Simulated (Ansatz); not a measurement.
fcc against bcc along group 14

Theory: DFT, r2SCAN0, plane waves (500 eV) with PAW, scalar-relativistic in Ansatz 0.2.0. The PAW files were generated under PBE, with cores re-solved for the functional.

Each structure is relaxed within its symmetry, in the lowest magnetic state of the tried starts. Differences under about 8 meV lie within the error of the k-point mesh.

The hybrid is evaluated at the semilocal geometry on a coarser k-mesh, and its energy is corrected by the semilocal functional's change from that mesh to the dense one.

| element | E(fcc) − E(bcc) (meV/atom) | V(fcc) (Å³/atom) | V(bcc) (Å³/atom) | state of fcc | state of bcc |
| --- | --- | --- | --- | --- | --- |
| C | 220 | 7.42 | 6.81 | spin not included | spin not included |
| Si | 16 | 13.73 | 14.12 | spin not included | spin not included |
| Ge | 5 | 18.95 | 18.76 | spin not included | spin not included |
